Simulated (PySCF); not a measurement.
Static polarisabilities and like-pair C6 coefficients by linear response at PBE0/aug-cc-pVTZ (PySCF, frozen core in the response, non-relativistic, gas phase), PBE0-D3(BJ)/def2-TZVP geometries, one conformer each; atomic units unless stated.

```
label                  species     α     C6
    P              `B=S` (BHS)  34.2  389.5
    Q              `N=O` (HNO)  14.8  101.8
    R  `CC(F)(F)Cl` (C2H3ClF2)  42.8  879.1
    S   `CC[C@H](C)O` (C4H10O)  57.4   1482
    T         `CCCCO` (C4H10O)  57.6   1490
    U     `CC(C)(C)O` (C4H10O)  57.5   1483
```

**Question.** Estimate the unlike-pair coefficients by the rule C6(AB) = 2·C6(AA)·C6(BB) / [C6(AA)·αB/αA + C6(BB)·αA/αB], and compare with the geometric mean, for PQ, PR, PS, RT, RU, ST, SU and TU.

**Answer.** 
```
pair  combination rule  geometric mean  ratio
  PQ             196.4           199.1  0.986
  PR             575.3           585.1  0.983
  PS             751.1           759.7  0.989
  RT              1144            1144  0.999
  RU              1141            1142  0.999
  ST              1486            1486  1.000
  SU              1483            1483  1.000
  TU              1487            1487  1.000
```

The rule is exact for one-pole polarisabilities and never exceeds the geometric mean; the two meet where both partners have the same effective excitation energy. These unlike-pair values are estimates, not computed integrals.
